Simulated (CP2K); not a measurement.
Runs of CP2K 2026.2 on CdTe. Symmetry: F-43m, No. 216, cubic system. The conventional cell has a = 6.410 Å, b = 6.410 Å, c = 6.410 Å, α = 90.00°, β = 90.00°, γ = 90.00°. Te (site symmetry -43m) is surrounded by 4 Cd at 2.78 Å. Cd (site symmetry -43m) is surrounded by 4 Te at 2.78 Å. 

```csv
task,level,potentials or basis,cell,k mesh,EXTRAPOLATION,optimiser,most steps,KEEP_SPACE_GROUP,force threshold (eV/A),gap on the mesh (eV),pressure (GPa),relaxed volume (Å³/atom)
relaxation of cell and atoms,PBE+D3,"POTENTIAL_UZH Te GTH-PBE-q6, Cd GTH-PBE-q12; DZVP-MOLOPT-PBE-GTH basis",relaxed,6 × 6 × 6,USE_PREV_P,BFGS,40,yes,0.02 eV/Å,0.62,0.0,(c)
band structure,BLYP,"POTENTIAL_UZH Te GTH-PBE-q6, Cd GTH-PBE-q12; TZVP-MOLOPT-PBE-GTH basis",as given,7 × 7 × 7,-,-,-,-,-,0.89,7.6,-
relaxation of cell and atoms,PBE,"POTENTIAL_UZH Te GTH-PBE-q6, Cd GTH-PBE-q12; DZVP-MOLOPT-PBE-GTH basis",relaxed,6 × 6 × 6,USE_PREV_P,BFGS,40,yes,0.02 eV/Å,(a),0.0,36.48
band structure,LDA,"POTENTIAL_UZH Te GTH-PBE-q6, Cd GTH-PBE-q12; TZVP-MOLOPT-PBE-GTH basis",as given,7 × 7 × 7,-,-,-,-,-,(b),1.9,-
relaxation of cell and atoms,PBE+D2,"POTENTIAL_UZH Te GTH-PBE-q6, Cd GTH-PBE-q12; DZVP-MOLOPT-PBE-GTH basis",relaxed,6 × 6 × 6,USE_PREV_P,BFGS,40,yes,0.02 eV/Å,0.65,0.0,34.79
```

Alike in all rows: no spin polarisation; smearing fermi-dirac 0.05 eV.

Problem. Estimate the missing entries.

Solution. (a) 0.50; (b) 0.61; (c) 35.04.

Caveats: spin-orbit coupling is left out, which moves the levels of the heavy elements; the basis of atomic orbitals isn't converged, which shifts pressures, moduli and gaps; the real-space grid breaks the cell's symmetry a little (some runs); the potentials were made for another functional, which shifts forces and pressure (some runs).

A k mesh can miss the band edges, and the runs leave out spin-orbit coupling on Cd, Te.
